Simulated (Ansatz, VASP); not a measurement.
## One calculation of Pd, two programs

Contents of INCAR:

```
SYSTEM = Pd
  ALGO = Normal
  EDIFF = 1E-7
  EDIFFG = -0.005
  ENCUT = 600
  GGA = PE
  IBRION = 2
  ISIF = 3
  ISMEAR = -1
  LASPH = .True.
  LCHARG = .False.
  LREAL = .False.
  LWAVE = .False.
  NELM = 100
  NSW = 60
  PREC = Accurate
  SIGMA = 0.08
```

Contents of KPOINTS:

```
k-points
0
Gamma
  19 19 19
  0 0 0
```

Contents of POSCAR:

```
Pd
1.0
   -1.5663547490      1.5663547490      1.5663547490
    1.5663547490     -1.5663547490      1.5663547490
    1.5663547490      1.5663547490     -1.5663547490
Pd
1
Direct
    0.0000000000      0.0000000000      0.0000000000
```

Input for Ansatz:

```yaml
crystal:
  lattice:
    - [-1.566354749, 1.566354749, 1.566354749]
    - [1.566354749, -1.566354749, 1.566354749]
    - [1.566354749, 1.566354749, -1.566354749]
  atoms:
    - { symbol: Pd, position: [0.0, 0.0, 0.0] }
kpoints:
  mp_grid: { grid: [19, 19, 19] }
scf:
  occupations: { method: fermi_dirac, width: 0.08 }
hamiltonian:
  xc: pbe
  pseudopotentials: { kind: paw }
output:
  forces: true
  stress: true
relax:
  f_tol: 0.005
  max_steps: 40
  cell: {}
```

Alike in both runs: task relaxation of cell and atoms; functional PBE; k mesh 19 × 19 × 19; occupations fermi-dirac, width 0.08 eV; no spin polarisation.

|  | VASP | Ansatz |
| --- | --- | --- |
| version | VASP 6.6.1 | Ansatz 0.2.0 |
| potentials or method | VASP PAW PBE potentials, release 64 (Pd) | PAW with Ansatz's default frozen-core files, scalar-relativistic |
| plane-wave cutoff (eV) | 600 | 420 |
| valence electrons in the cell | 10 | 18 |

```tsv
	VASP	Ansatz	Ansatz less VASP
relaxed volume (Å³/atom)	15.43	15.47	+0.035
relaxed cell length with the largest relative difference (Å)	2.717	2.719	+0.0021
```

The two sets of potentials don't hold the same shells in valence.
